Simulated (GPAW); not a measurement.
# Sn (Fd-3m) in GPAW: further runs, part 2 of 2

GPAW 26.7.0. Earlier steps stand in the parts before.

## (3) Phonons, r2SCAN

File run.py:

```python
import json
import numpy as np
import spglib
from ase import Atoms
from ase.constraints import FixSymmetry
from ase.filters import FrechetCellFilter
from ase.io import read, write
from ase.optimize import BFGS
from phonopy import Phonopy
from phonopy.structure.atoms import PhonopyAtoms
from gpaw import GPAW, PW

atoms = read('Sn.cif')
cell, positions, numbers = spglib.find_primitive(
    (atoms.cell[:], atoms.get_scaled_positions(), atoms.numbers), symprec=1e-4)
atoms = Atoms(numbers, cell=cell, scaled_positions=positions, pbc=True)

calc = GPAW(mode=PW(280),
            xc='MGGA_X_R2SCAN+MGGA_C_R2SCAN',
            kpts={'size': (7, 7, 7), 'gamma': True},
            occupations={'name': 'fermi-dirac', 'width': 0.05},
            nbands=24,
            convergence={'density': 1e-06, 'eigenstates': 1e-09},
            maxiter=80,
            txt='gpaw.txt')
atoms.calc = calc
atoms.set_constraint(FixSymmetry(atoms))
BFGS(FrechetCellFilter(atoms), trajectory='relax.traj', logfile='-').run(fmax=0.005, steps=40)
atoms.set_constraint()
energy = atoms.get_potential_energy()
forces = atoms.get_forces()
stress = atoms.get_stress()
calc.write('gs.gpw')
write('result.traj', atoms)
print('Cell:', atoms.cell.cellpar().round(4))
print(atoms.get_scaled_positions().round(5))

def force_constants(scale):
    unit = PhonopyAtoms(symbols=atoms.get_chemical_symbols(), cell=atoms.cell[:] * scale**(1 / 3),
                        scaled_positions=atoms.get_scaled_positions())
    ph = Phonopy(unit, supercell_matrix=np.diag([1, 1, 1]), primitive_matrix=np.eye(3), symprec=1e-4)
    ph.generate_displacements(distance=0.02)
    forces = []
    for i, sc in enumerate(ph.supercells_with_displacements):
        a = Atoms(sc.symbols, cell=sc.cell, scaled_positions=sc.scaled_positions, pbc=True)
        c = GPAW(mode=PW(280),
                 xc='MGGA_X_R2SCAN+MGGA_C_R2SCAN',
                 kpts={'size': (7, 7, 7), 'gamma': True},
                 occupations={'name': 'fermi-dirac', 'width': 0.05},
                 nbands=24,
                 convergence={'density': 1e-06, 'eigenstates': 1e-09},
                 maxiter=80,
                 txt=f'disp-{scale:.3f}-{i:02d}.txt')
        a.calc = c
        f = a.get_forces()
        forces.append(f - f.mean(axis=0))
        print(f'displacement {i}: drift', f.mean(axis=0).round(5), flush=True)
    ph.forces = forces
    ph.produce_force_constants()
    ph.symmetrize_force_constants()
    return ph

qpoints = [[0.0, 0.0, 0.0]]
results = {}
for scale in [1.0]:
    ph = force_constants(scale)
    ph.run_qpoints(qpoints)
    nu = ph.qpoints.frequencies * 33.35641  # THz to cm^-1
    results[f'{scale:.3f}'] = nu.tolist()
    for qp, f in zip(qpoints, nu):
        print(scale, np.round(qp, 4), f.round(2))
json.dump(results, open('phonons.json', 'w'))
```

Sn.cif is that of step 2.

Potentials or basis: GPAW PAW data sets (gpaw-data 1.2.1), pw.

Run with:

```console
OMP_NUM_THREADS=1 python run.py
```

gpaw.txt:

```text
__  _  _
 | _ |_)|_||  |
 |__||  | ||/\| - 26.7.0

Input parameters:
  mode=PW(ecut=280.0),
  convergence={'density': 1e-06, 'eigenstates': 1e-09},
  kpts=MonkhorstPack(size=(7, 7, 7), gamma=True),
  maxiter=80,
  nbands=24,
  occupations=Occupations(name='fermi-dirac', width=0.05),
  xc=XC(name='MGGA_X_R2SCAN+MGGA_C_R2SCAN')

Diagonalizing LCAO Hamiltonian
Converting LCAO to pw mode

            Sn

       Sn

Atoms  # Å, Bohr magnetons
|   | symbol |        x |        y |        z |    initial magnetic moments |
|---|--------|----------|----------|----------|-----------------------------|
| 0 |     Sn | 1.616671 | 1.616671 | 1.616671 | ( 0.0000,  0.0000,  0.0000) |
| 1 |     Sn | 0.000000 | 0.000000 | 0.000000 | ( 0.0000,  0.0000,  0.0000) |

Unit cell  # Å
| periodic |        x |        y |        z |  lengths |    angles |
|----------|----------|----------|----------|----------|-----------|
|      yes | 0.000000 | 3.233343 | 3.233343 | 4.572637 | 60.000000 |
|      yes | 3.233343 | 0.000000 | 3.233343 | 4.572637 | 60.000000 |
|      yes | 3.233343 | 3.233343 | 0.000000 | 4.572637 | 60.000000 |

Number of symmetries: 24
Symmetry operations  # r_c * U_cc + t_c -> r_c
|    | kind |            matrix            |
|----|------|------------------------------|
|  0 |  E   |  1, 0, 0,  0, 1, 0,  0, 0, 1 |
|  1 |  σ   |  1, 0, 0,  0, 0, 1,  0, 1, 0 |
|  2 |  σ   |  1, 0,-1,  0, 1,-1,  0, 0,-1 |
|  3 |  C3  |  1, 0,-1,  0, 0,-1,  0, 1,-1 |
|  4 |  C3  |  1,-1, 0,  0,-1, 1,  0,-1, 0 |
|  5 |  σ   |  1,-1, 0,  0,-1, 0,  0,-1, 1 |
|  6 |  σ   |  0, 1, 0,  1, 0, 0,  0, 0, 1 |
|  7 |  C3  |  0, 1, 0,  0, 0, 1,  1, 0, 0 |
|  8 |  C2  |  0, 1,-1,  1, 0,-1,  0, 0,-1 |
[... 411 lines left out ...]
No gap
No difference between direct/indirect transitions

Stress tensor  # eV/Ang^3
|        x |         y |         z |
|----------|-----------|-----------|
| 0.009605 |  0.000000 |  0.000000 |
| 0.000000 |  0.009605 | -0.000000 |
| 0.000000 | -0.000000 |  0.009605 |

Forces  # eV/Ang
|        x |        y |       z |
|----------|----------|---------|
| -0.00000 |  0.00000 | 0.00000 |  # Sn   0
| -0.00000 | -0.00000 | 0.00000 |  # Sn   1

Interpolating wave functions to new cell

            Sn
[... 154 lines left out ...]
|---------|-|-------------|-------|-------|
|iter:   1| |  -42.746980 | -0.83 |       |
|iter:   2| |  -36.047252 | -1.15 | -1.87 |
|iter:   3| |  -36.040194 | -3.34 | -1.95 |
|iter:   4| |  -36.028252 | -3.84 | -2.05 |
|iter:   5| |  -36.025380 | -3.86 | -2.32 |
|iter:   6| |  -36.024893c| -4.87 | -2.98 |
|iter:   7| |  -36.025177c| -3.80 | -3.02 |
|iter:   8| |  -36.025022c| -5.84 | -3.23 |
|iter:   9| |  -36.025095c| -5.90 | -3.26 |
|iter:  10| |  -36.025042c| -6.43 | -3.39 |
|iter:  11| |  -36.024964c| -5.24 | -3.72 |
|iter:  12| |  -36.024966c| -6.73 | -4.16 |
|iter:  13| |  -36.024966c| -7.13 | -4.62 |
|iter:  14| |  -36.024966c| -9.31c| -5.69 |
|iter:  15| |  -36.024966c| -9.60c| -6.12c|

Converged in 15 steps
Energy contributions relative to reference atoms: (reference = -336021.386614)

Energy contributions:
  Kinetic:          52.724914
  Coulomb:         -48.372496
  Zero:              0.725920
  External:          0.000000
  Xc:              -41.102915
  Entropy:          -0.000779
  Spinorbit:         0.000000
  ----------------------------
  Free energy:     -36.025355
  Extrapolated:    -36.024966
[... 262 lines left out ...]
Stress tensor  # eV/Ang^3
|         x |         y |         z |
|-----------|-----------|-----------|
|  0.000235 | -0.000000 |  0.000000 |
| -0.000000 |  0.000235 | -0.000000 |
|  0.000000 | -0.000000 |  0.000235 |

Forces  # eV/Ang
|       x |        y |        z |
|---------|----------|----------|
| 0.00000 | -0.00000 | -0.00000 |  # Sn   0
| 0.00000 |  0.00000 | -0.00000 |  # Sn   1

Interpolating wave functions to new cell

            Sn
[... 223 lines left out ...]
Forces  # eV/Ang
|        x |        y |        z |
|----------|----------|----------|
| -0.00000 |  0.00000 | -0.00000 |  # Sn   0
|  0.00000 | -0.00000 |  0.00000 |  # Sn   1

# Writing to gs.gpw (mode='')
```

It took 4 min on 1 thread of Intel Xeon Platinum 8375C at 2.90GHz (Ice Lake), shared host; peak memory 0.75 GiB.

These settings aren't checked as converged: the numbers below hold their error.

What came out:

| Item | Value |
| --- | --- |
| Free energy | -36.0309 eV |
| Relaxed volume | 32.54 Å³/atom |
| Relaxed cell | a = 4.515 Å, b = 4.515 Å, c = 4.515 Å, α = 60.00°, β = 60.00°, γ = 60.00° |
| Space group after relaxing (to 0.05 Å) | Fd-3m (No. 227) |
| Pressure after relaxing | 0.0 GPa |
| Band gap on the k mesh | none (metal or under the smearing width) |
| Highest phonon frequency at Γ | 205 cm⁻¹ |

Caveat: the cutoff is short for stress and forces, so pressures can be off by a GPa or more; the PAW data sets were made with another functional, which shifts forces and pressure a little.
